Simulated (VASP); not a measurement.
Wanted: the native input for a VASP 6.6.1 run.

```
Task                            : G0W0 quasiparticle levels
Functional                      : LDA
Potentials or basis             : VASP PAW LDA potentials, release 64 (Te_GW, Mg_GW)
Cutoff                          : 450 eV
k mesh                          : 4 × 4 × 4
Occupations                     : gaussian, width 0.01 eV
Spin                            : no spin polarisation
GW scheme                       : G0W0
GW iterations                   : 1
Cutoff of the response function : 80
Frequency points                : 50
Empty bands                     : 109
Further INCAR settings          : ALGO = EVGW0; EDIFF = 1e-08; NBANDS = 113
```

MgTe:

```
Te Mg
1.0
     0.00000    3.23200    3.23200
     3.23200    0.00000    3.23200
     3.23200    3.23200    0.00000
Te Mg
1 1
Cartesian
  1.6160 1.6160 1.6160
  0.0000 0.0000 0.0000
```

The cell comes from a database or a generator and needn't be the stable form of this composition.

The input as run:

POSCAR

```
MgTe
1.0
    0.0000000000      3.2319988239      3.2319988239
    3.2319988239      0.0000000000      3.2319988239
    3.2319988239      3.2319988239      0.0000000000
Te Mg
1 1
Direct
    0.2500000000      0.2500000000      0.2500000000
    0.0000000000      0.0000000000      0.0000000000
```

INCAR.step1

```
SYSTEM = MgTe
  ALGO = Normal
  EDIFF = 1E-8
  ENCUT = 450
  GGA = CA
  ISMEAR = 0
  LASPH = .TRUE.
  LCHARG = .FALSE.
  LREAL = .FALSE.
  LWAVE = .TRUE.
  NELM = 60
  PREC = Accurate
  SIGMA = 0.01
```

INCAR.step2

```
SYSTEM = MgTe
  ALGO = Exact
  EDIFF = 1E-8
  ENCUT = 450
  GGA = CA
  ISMEAR = 0
  ISTART = 1
  LASPH = .TRUE.
  LCHARG = .FALSE.
  LOPTICS = .TRUE.
  LREAL = .FALSE.
  LWAVE = .TRUE.
  NBANDS = 113
  NELM = 1
  PREC = Accurate
  SIGMA = 0.01
```

INCAR.step3

```
SYSTEM = MgTe
  ALGO = EVGW0
  EDIFF = 1E-8
  ENCUT = 450
  ENCUTGW = 80
  GGA = CA
  ISMEAR = 0
  ISTART = 1
  LASPH = .TRUE.
  LCHARG = .FALSE.
  LREAL = .FALSE.
  LWAVE = .FALSE.
  NBANDS = 113
  NBANDSGW = 12
  NELMGW = 1
  NOMEGA = 50
  PREC = Accurate
  PRECFOCK = Fast
  SIGMA = 0.01
```

KPOINTS

```
k-points
0
G
  4 4 4
  0 0 0
```

Potentials or basis: VASP PAW LDA potentials, release 64 (Te_GW, Mg_GW).

Command:

```bash
$ cat potpaw_LDA.64/Te_GW/POTCAR potpaw_LDA.64/Mg_GW/POTCAR > POTCAR
$ cp INCAR.step1 INCAR
$ mpirun -np 1 vasp_std > vasp.out
$ cp INCAR.step2 INCAR
$ mpirun -np 1 vasp_std > vasp.out
$ cp INCAR.step3 INCAR
$ mpirun -np 1 vasp_std > vasp.out
```

It gave:

```json
{
 "Band gap on the k mesh, mean-field level": "2.19 eV, direct",
 "Quasiparticle gap": "3.49 eV",
 "Least direct quasiparticle gap": "3.49 eV"
}
```

Caveat: the k mesh is coarse (spacing up to 0.42 Å⁻¹), so the values aren't converged; bands, screening cutoff and mesh are small and nothing is extrapolated, so the quasiparticle values aren't converged; spin-orbit coupling is left out, which moves the levels of the heavy elements.

Wall time 100 s on 1 thread of Intel(R) Xeon(R) Platinum 8488C (Sapphire Rapids), with other jobs on the host, peak memory 0.62 GiB.
